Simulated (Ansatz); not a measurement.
# ZnSnN2: the cell at several levels of theory

How does the equilibrium cell of ZnSnN2, ordered on the zincblende lattice (P-4m2) with 8 atoms a cell depend on the functional? It is relaxed with PBE and r2SCAN. This is a trial cell built on a prototype, not taken from a measured structure, and it needn't be the compound's ground state.

Code: Ansatz 0.2.0. PAW datasets, plane waves, zero pressure. All values are calculated for a non-magnetic cell, which may be hypothetical.

### Step 1. The structure to begin with

This is the cell as the run starts from it, not yet at rest; its lengths are not the crystal's.

The symmetry is P-4m2 (No. 115, tetragonal); a = 3.109 Å, c = 8.794 Å in the conventional setting, 10.62 Å³ an atom. Near Zn stand 4 N at 1.90 Å; near N stand 4 Zn at 1.90 Å; near N stand 2 Zn at 1.90 Å and 2 Sn at 1.90 Å; near Sn stand 4 N at 1.90 Å; near N stand 4 Sn at 1.90 Å.

Structure file:

```cif
data_structure
_symmetry_space_group_name_H-M 'P 1'
_symmetry_Int_Tables_number 1
_cell_length_a 3.1090
_cell_length_b 3.1090
_cell_length_c 8.7935
_cell_angle_alpha 90.000
_cell_angle_beta 90.000
_cell_angle_gamma 90.000
_cell_volume 85.00
loop_
_atom_site_label
_atom_site_type_symbol
_atom_site_fract_x
_atom_site_fract_y
_atom_site_fract_z
_atom_site_occupancy
Zn1 Zn 0.50000 0.00000 0.87500 1
N1 N 0.50000 0.50000 0.00000 1
Zn2 Zn 0.00000 0.50000 0.12500 1
N2 N 0.00000 0.00000 0.25000 1
Sn1 Sn 0.50000 0.00000 0.37500 1
N3 N 0.50000 0.50000 0.50000 1
Sn2 Sn 0.00000 0.50000 0.62500 1
N4 N 0.00000 0.00000 0.75000 1
```

### Step 2. PBE: cell and atoms

input.yaml

```yaml
crystal:
  lattice:
    - [3.1089740312, 0.0, 0.0]
    - [0.0, 3.1089740312, 0.0]
    - [0.0, 0.0, 8.79350648]
  atoms:
    - { symbol: Zn, position: [0.5, 0.0, 0.875] }
    - { symbol: "N", position: [0.5, 0.5, 0.0] }
    - { symbol: Zn, position: [0.0, 0.5, 0.125] }
    - { symbol: "N", position: [0.0, 0.0, 0.25] }
    - { symbol: Sn, position: [0.5, 0.0, 0.375] }
    - { symbol: "N", position: [0.5, 0.5, 0.5] }
    - { symbol: Sn, position: [0.0, 0.5, 0.625] }
    - { symbol: "N", position: [0.0, 0.0, 0.75] }
kpoints:
  mp_grid: { grid: [8, 8, 4] }
hamiltonian:
  xc: pbe
scf:
  occupations: { method: fermi_dirac, width: 0.02 }
relax:
  f_tol: 0.005
  cell: {}
output:
  write_density: true
  write_potential: true
  elf: true
  volumetric_format: npy
```

The run is started by

```console
$ ansatz run input.yaml --threads 2 --pin off --max-ram 29491MiB --backend cpu --events-out ev --progress --plain --runs-dir out
```

Log:

```text
Engine: ansatz 0.2.0, x86_64-unknown-linux-gnu
Pseudopotentials: kind: paw
Pseudopotential: Zn, paw, valence charge 12, recommended cutoff 420 eV (normal), Zn.paw.azcp
Pseudopotential: N, paw, valence charge 5, recommended cutoff 420 eV (normal), N.paw.azcp
Pseudopotential: Sn, paw, valence charge 14, recommended cutoff 420 eV (normal), Sn.paw.azcp
Functional definition: PBE
  parameter kappa = 0.804
  parameter beta = 0.06672455060314922
  exchange = pbe_x(kappa = kappa, mu = beta*pi^2/3)
  correlation = pbe_c(beta = beta)
Crystal: 8 atoms, lattice volume = 84.996 Å³
Basis set: ecut = 420 eV, 1653 PW (Γ), exchange–correlation on 48×48×120 points (8 copies of the dense FFT grid, shifted against one another)
Bands: 44, of which v1, the nominal top of the filled ones, is band 36 counted from 1 (35 counted from 0)
Symmetry: 8 space group operations
Space group: P-4m2 (ITA 115), of the structure as read, at distance tolerance 4.4e-5 Å
k-points: 45 of 256 (time reversal used)
Non-local potential: Zn, projectors of the file, l = 0: 2, l = 1: 2, l = 2: 3, l = 3: 1
Non-local potential: N, projectors of the file, l = 0: 2, l = 1: 2, l = 2: 1
Non-local potential: Sn, projectors of the file, l = 0: 2, l = 1: 2, l = 2: 2, l = 3: 2
PAW form: soft (Blöchl's): semilocal exchange-correlation on the pseudo side does not see the compensation charge
PAW one-centre angular grid: Zn, 590 points (default); XC on 64 Gauss nodes
PAW one-centre angular grid: N, 110 points (default); XC on 64 Gauss nodes
PAW one-centre angular grid: Sn, 590 points (default); XC on 64 Gauss nodes
Initial density: superposition of atomic densities (neutral atoms: chi_scale 0, normalization atom), corrected by the library's trained network
Initial wavefunctions: pseudopotential atomic-orbital guess
Functional: x = pbe(κ = 0.804, μ = 0.2195149727645171), c = pbe(β = 0.06672455060314922)
SCF iter   1: F=—  HF=-20214.325213 eV  |F-HF|=—  |Δ(HF+E_count)|=         —  Δρ=7.98e-3  dr2=8.47e-2  ethr=1.77e-3  ⟨swp⟩=7.2  Hψ=9896  notcnv=0  defer=2
preconditioner: auto → Kerker (q_TF=auto, 2.654 Å⁻¹)  [metal: Δε(μ)=0.001 eV  Ē_g=16.433 eV  σ=0.020 eV  W_gap=0.01  n_scr=26 (ndim 8)  ℏωp=34.2 eV  f_vac=0.000  D(μ)=6.53/eV (n_scr^D=74)]
SCF iter   2: F=—  HF=-20214.321434 eV  |F-HF|=—  |Δ(HF+E_count)|=   3.78e-3  Δρ=3.74e-3  dr2=1.84e-2  ethr=1.18e-4  ⟨swp⟩=2.0  Hψ=2584  notcnv=0  defer=108
SCF iter   3: F=—  HF=-20214.320277 eV  |F-HF|=—  |Δ(HF+E_count)|=   1.16e-3  Δρ=1.45e-3  dr2=3.26e-3  ethr=2.56e-5  ⟨swp⟩=2.8  Hψ=3105  notcnv=0  defer=110
SCF iter   4: F=—  HF=-20214.319829 eV  |F-HF|=—  |Δ(HF+E_count)|=   4.48e-4  Δρ=6.47e-4  dr2=6.37e-4  ethr=4.52e-6  ⟨swp⟩=2.0  Hψ=2837  notcnv=0  defer=110
SCF iter   5: F=—  HF=-20214.319677 eV  |F-HF|=—  |Δ(HF+E_count)|=   1.53e-4  Δρ=2.09e-4  dr2=6.92e-5  ethr=8.85e-7  ⟨swp⟩=2.0  Hψ=2749  notcnv=0  defer=110
SCF iter   6: F=—  HF=-20214.319623 eV  |F-HF|=—  |Δ(HF+E_count)|=   5.39e-5  Δρ=8.80e-5  dr2=9.29e-6  ethr=9.62e-8  ⟨swp⟩=2.0  Hψ=3235  notcnv=0  defer=110
SCF iter   7: F=—  HF=-20214.319622 eV  |F-HF|=—  |Δ(HF+E_count)|=   8.74e-7  Δρ=2.89e-5  dr2=1.23e-6  ethr=1.29e-8  ⟨swp⟩=2.2  Hψ=3020  notcnv=0  defer=110
SCF iter   8: F=—  HF=-20214.319622 eV  |F-HF|=—  |Δ(HF+E_count)|=   1.11e-7  Δρ=1.09e-5  dr2=2.58e-7  ethr=1.71e-9  ⟨swp⟩=2.5  Hψ=3383  notcnv=0  defer=110
SCF iter   9: F=-20214.319622 eV  HF=-20214.319622 eV  |F-HF|=3.17e-8  |Δ(HF+E_count)|=   5.39e-9  Δρ=3.21e-6  dr2=4.35e-8  ethr=1.39e-10  ⟨swp⟩=9.6  Hψ=13458  notcnv=0
SCF 1 converged in 9 iterations: F = -20214.319622 eV  dr2 = 4.35e-8
relax step   1: F+E_penalty+E_count = -20214.31962193 eV  Δ(F+E_penalty+E_count) = +0.000e0 eV  max|allowed force component| = 3.817e0 eV/Å  Δτ_max = 0.0000 Å  P = +74.806 GPa  Ω = 84.996 Å³  (9 SCF iters, dr2 threshold 1.00e-7 eV, accepted)
[... from here on, the SCF cycles and remarks between the steps are left out ...]
relax step   2: F+E_penalty+E_count = -20218.70455197 eV  Δ(F+E_penalty+E_count) = -4.385e0 eV  max|allowed force component| = 1.821e0 eV/Å  Δτ_max = 0.0852 Å  P = +27.915 GPa  Ω = 97.112 Å³  energy of the carried Pulay correction = -5.102e-2 eV  (10 SCF iters, dr2 threshold 8.00e-7 eV, accepted)
relax step   3: F+E_penalty+E_count = -20219.98961912 eV  Δ(F+E_penalty+E_count) = -1.285e0 eV  max|allowed force component| = 1.071e0 eV/Å  Δτ_max = 0.0754 Å  P = +7.305 GPa  Ω = 106.385 Å³  energy of the carried Pulay correction = -8.574e-2 eV  (8 SCF iters, dr2 threshold 8.00e-7 eV, accepted)
relax step   4: F+E_penalty+E_count = -20220.20978975 eV  Δ(F+E_penalty+E_count) = -2.202e-1 eV  max|allowed force component| = 5.032e-1 eV/Å  Δτ_max = 0.0633 Å  P = +0.388 GPa  Ω = 110.599 Å³  energy of the carried Pulay correction = -1.004e-1 eV  (7 SCF iters, dr2 threshold 8.00e-7 eV, accepted)
relax step   5: F+E_penalty+E_count = -20220.23375111 eV  Δ(F+E_penalty+E_count) = -2.396e-2 eV  max|allowed force component| = 5.209e-1 eV/Å  Δτ_max = 0.0478 Å  P = +1.528 GPa  Ω = 110.396 Å³  energy of the carried Pulay correction = -9.975e-2 eV  (7 SCF iters, dr2 threshold 8.00e-7 eV, accepted)
relax step   6: F+E_penalty+E_count = -20220.24690815 eV  Δ(F+E_penalty+E_count) = -1.316e-2 eV  max|allowed force component| = 4.643e-2 eV/Å  Δτ_max = 0.0168 Å  P = +0.058 GPa  Ω = 111.229 Å³  energy of the carried Pulay correction = -1.026e-1 eV  (7 SCF iters, dr2 threshold 8.00e-7 eV, accepted)
relax step   7: F+E_penalty+E_count = -20220.24704913 eV  Δ(F+E_penalty+E_count) = -1.410e-4 eV  max|allowed force component| = 5.442e-3 eV/Å  Δτ_max = 0.0036 Å  P = +0.057 GPa  Ω = 111.302 Å³  energy of the carried Pulay correction = -1.028e-1 eV  (6 SCF iters, dr2 threshold 1.35e-7 eV, accepted)
relax step   8: F+E_penalty+E_count = -20220.24690934 eV  Δ(F+E_penalty+E_count) = +1.398e-4 eV  max|allowed force component| = 1.951e-3 eV/Å  Δτ_max = 0.0004 Å  P = +0.010 GPa  Ω = 111.352 Å³  energy of the carried Pulay correction = -1.030e-1 eV  (6 SCF iters, dr2 threshold 2.60e-8 eV, accepted)
relax step   9: F+E_penalty+E_count = -20220.53210722 eV  Δ(F+E_penalty+E_count) = -2.852e-1 eV  max|allowed force component| = 3.924e-2 eV/Å  Δτ_max = 0.0000 Å  P = +2.571 GPa  Ω = 111.352 Å³  stress off target by 3.00e0 GPa  SCF on the basis re-selected at this cell (its energy is not comparable with the rows above)  (8 SCF iters)
relax step  10: F+E_penalty+E_count = -20220.54603223 eV  Δ(F+E_penalty+E_count) = -1.393e-2 eV  max|allowed force component| = 1.436e-2 eV/Å  Δτ_max = 0.0057 Å  P = +0.235 GPa  Ω = 113.177 Å³  energy of the carried Pulay correction = -5.336e-3 eV  (6 SCF iters, dr2 threshold 8.00e-7 eV, accepted)
relax step  11: F+E_penalty+E_count = -20220.54574153 eV  Δ(F+E_penalty+E_count) = +2.907e-4 eV  max|allowed force component| = 1.133e-3 eV/Å  Δτ_max = 0.0011 Å  P = -0.004 GPa  Ω = 113.349 Å³  energy of the carried Pulay correction = -5.872e-3 eV  (6 SCF iters, dr2 threshold 2.26e-7 eV, accepted)
relax step  12: F+E_penalty+E_count = -20220.55186432 eV  Δ(F+E_penalty+E_count) = -6.123e-3 eV  max|allowed force component| = 1.592e-3 eV/Å  Δτ_max = 0.0000 Å  P = +0.005 GPa  Ω = 113.349 Å³  stress off target by 4.45e-2 GPa  SCF on the basis re-selected at this cell (its energy is not comparable with the rows above)  (6 SCF iters)
basis re-selected at this cell: Δ(F+E_penalty+E_count) = -6.123e-3 eV, ΔP = +0.009 GPa vs the last step (what re-selecting the basis moved, of the pressure what is left beyond the Pulay correction that the steps carried, after the strain that the cell walked since its last selection, with what the two solves' SCF thresholds leave and, on support functions, any second-order correction that the steps lacked; it is no measure of the basis error at this ecutwfc). This SCF's stress stands 4.45e-2 GPa from its target on what of the cell is left free (relax.cell.stress_tol is 5.00e-2 GPa) and its largest allowed force component is 1.59e-3 eV/Å (relax.f_tol is 5.00e-3 eV/Å): within both
SCF converged after 6 iterations
Free energy (F): -20220.551864 eV
Harris-Foulkes:  -20220.551864 eV  (|F-HF|=5.68e-10)
Internal energy: -20220.551184 eV  (E = F + TS)
E sigma→0 (E₀):  -20220.551524 eV
Entropy (-TS):   -0.000680 eV (-0.085 meV/atom)
Fermi energy:    9.805143 eV
--- Per-component energies (eV) ---
  E_band       = -48.386279
  E_kinetic    = 1149.366277
  E_local      = -5855.197594  (includes V_loc(G=0)·N_el)
  E_nonlocal   = 1351.602051
  E_hartree    = 2749.219893
  E_xc         = -1273.931405
  E_vxc        = -594.864774  (∫ρ·V_xc dr)
  E_paw        = -12448.210587  (= ΣΔE_a)
  E_vpaw       = -1597.732036  (= ΣTr[D̂ρ^β])
  E_aug_tail   = -0.000301  (compensation charges beyond the density's cutoff)
  E_ewald      = -5893.399518
  E_smearing   = -0.000680  (= −TS)
  E_closure    = -0.000000  (closes the sum)
  Σ components = -20220.551864   (vs F -20220.551864, Δ=0.00e0)
--- Forces (eV/Å), atoms counted from 1 ---
  atom   1  Zn     0.00000000     0.00000000    -0.00159199
  atom   2  N     -0.00000000    -0.00000000     0.00000000
  atom   3  Zn     0.00000000     0.00000000     0.00159199
  atom   4  N     -0.00000000    -0.00000000    -0.00145898
  atom   5  Sn     0.00000000     0.00000000     0.00000455
  atom   6  N     -0.00000000    -0.00000000     0.00000000
  atom   7  Sn     0.00000000     0.00000000    -0.00000455
  atom   8  N     -0.00000000    -0.00000000     0.00145898
  max |Σ_I F_I| component: 3.01e-17 eV/Å
--- Stress (GPa, compression-positive) ---
        0.029317      -0.000000       0.000000
       -0.000000       0.029317       0.000000
        0.000000       0.000000      -0.044493
  P = ⅓ Tr σ = 0.0047 GPa (0.047 kbar)
--- Band table (eV; the first three rows and the last of 45) ---
  k-point 0: bands = ["-12.5907", "-12.5186", "-12.3622", "-12.3622", "-12.3229", "-12.2988", "-12.2979", "-12.2979", "-12.1800", "-12.1637", "-6.9206", "-5.3147", "-4.5714", "-3.4483", "2.6183", "3.6722", "3.7262", "3.8633", "3.8633", "4.3075", "4.3075", "4.4512", "4.5584", "4.7533", "4.7847", "5.4153", "5.4153", "5.9340", "6.7278", "6.7619", "6.7619", "8.0372", "8.0372", "8.9511", "9.4826", "9.6413", "9.6413", "10.8995", "11.7759", "13.4702", "13.5676", "15.7655", "15.9606", "16.8406"]
[... 3 lines left out ...]
--- Relaxed structure (10 steps of the walk, 10 accepted, 2 SCFs on fresh bases) ---
  F+E_penalty+E_count = -20220.55186432 eV   max|allowed force component| = 1.592e-3 eV/Å   (the final SCF, on the basis selected at the relaxed cell)
  cell:  # Å, volume = 113.3490 Å³
    - [3.499056565845086, 5.447352495061151e-34, 1.2801278363393704e-32]
    - [5.447352495061151e-34, 3.499056565845086, 0.0]
    - [3.6207482954541554e-32, 0.0, 9.257967697385794]
  atoms:
    - { symbol: Zn, position: [0.49999999999999994, 1.455995117606091e-66, 0.9038118504493325] }
    - { symbol: N, position: [0.49999999999999994, 0.49999999999999994, -2.835802762400034e-19] }
    - { symbol: Zn, position: [-1.1140860617037755e-33, 0.49999999999999994, 0.09618814955066743] }
    - { symbol: N, position: [-3.2822465988162496e-33, -6.588873714519077e-83, 0.2426798199549058] }
    - { symbol: Sn, position: [0.49999999999999994, 5.7347021424295135e-67, 0.35598277030261427] }
    - { symbol: N, position: [0.49999999999999994, 0.49999999999999994, 0.5] }
    - { symbol: Sn, position: [9.921270314912006e-34, 0.49999999999999994, 0.6440172296973855] }
    - { symbol: N, position: [4.213394115201161e-33, 0.0, 0.7573201800450939] }
```

Run time: 1.7 min. Hardware: 2 threads of AMD EPYC 7R13 (Zen 3), shared host; peak memory 0.64 GiB.

Step by step:

```csv
step,energy change (meV/atom),largest force (eV/Å),pressure (GPa),volume (Å³/atom)
1,0.0,3.8167,74.81,10.624
2,-548.1,1.8205,27.92,12.139
3,-708.7,1.0706,7.31,13.298
4,-736.3,0.5032,0.39,13.825
5,-739.3,0.5209,1.53,13.799
6,-740.9,0.0464,0.06,13.904
7,-740.9,0.0054,0.06,13.913
8,-740.9,0.0020,0.01,13.919
9,-776.6,0.0392,2.57,13.919
10,-778.3,0.0144,0.24,14.147
11,-778.3,0.0011,0.00,14.169
12,-779.0,0.0016,0.00,14.169
```

Steps 9, 12 solve the same cell on a plane-wave basis chosen anew, so the energy can jump there without a move.

The table lists every geometry solved, with passes on a fresh basis, whose energies don't compare exactly with the rows above.

|  | before | after | change |
| --- | --- | --- | --- |
| a (Å) | 3.109 | 3.499 | +12.55 % |
| c (Å) | 8.794 | 9.258 | +5.28 % |
| volume (Å³/atom) | 10.624 | 14.169 | +33.36 % |
| shortest distance (Å) | 1.904 | 1.963 | +3.11 % |
| space group | P-4m2 | P-4m2 | same |

Density in a lattice plane of the grid's cell (edges 3.50 and 9.26 Å, at 0.500 of the third edge), which holds N and Zn and Sn.

Values in e/Å³, 12 rows by 6 columns:
```
 0.07  0.09  0.38  0.84  0.38  0.09
 0.06  0.05  0.06  0.08  0.06  0.05
 0.52  0.25  0.08  0.04  0.08  0.25
13.33  2.98  0.23  0.10  0.23  2.98
 4.29  1.22  0.59  0.90  0.59  1.22
 0.15  0.27  1.64  3.56  1.64  0.27
 0.03  0.08  0.39  0.90  0.39  0.08
 0.03  0.04  0.07  0.10  0.07  0.04
 0.08  0.07  0.05  0.04  0.05  0.07
 1.73  0.50  0.12  0.08  0.12  0.50
38.95  2.06  0.53  0.84  0.53  2.06
 0.49  0.38  1.72  3.47  1.72  0.38
```
Columns run along the first of these edges and rows up along the second, over one cell in 6 and 12 even steps from the bottom left corner. Atoms in the plane (fractional): N at (0.50, 1.00), Zn at (1.00, 0.10), N at (0.50, 0.50), Sn at (0.00, 0.64).

ELF in the same plane.

Values, 12 rows by 6 columns:
```
0.05 0.17 0.64 0.79 0.64 0.17
0.03 0.03 0.09 0.18 0.09 0.03
0.26 0.22 0.11 0.05 0.11 0.22
0.00 0.16 0.21 0.14 0.21 0.16
0.11 0.21 0.59 0.77 0.59 0.21
0.16 0.41 0.81 0.06 0.81 0.41
0.02 0.13 0.60 0.77 0.60 0.13
0.03 0.03 0.09 0.14 0.09 0.03
0.09 0.08 0.06 0.05 0.06 0.08
0.10 0.19 0.18 0.18 0.18 0.19
0.00 0.06 0.56 0.79 0.56 0.06
0.19 0.23 0.81 0.00 0.81 0.23
```
Columns run along the first of these edges and rows up along the second, over one cell in 6 and 12 even steps from the bottom left corner. Atoms in the plane (fractional): N at (0.50, 1.00), Zn at (1.00, 0.10), N at (0.50, 0.50), Sn at (0.00, 0.64).

Both are smooth fields of the valence electrons: close to the nuclei they are not physical.

Maxima of ELF outside the ion cores: 0.87 in the shell around N, 0.6 Å from N.

[end of part 1 of 2]
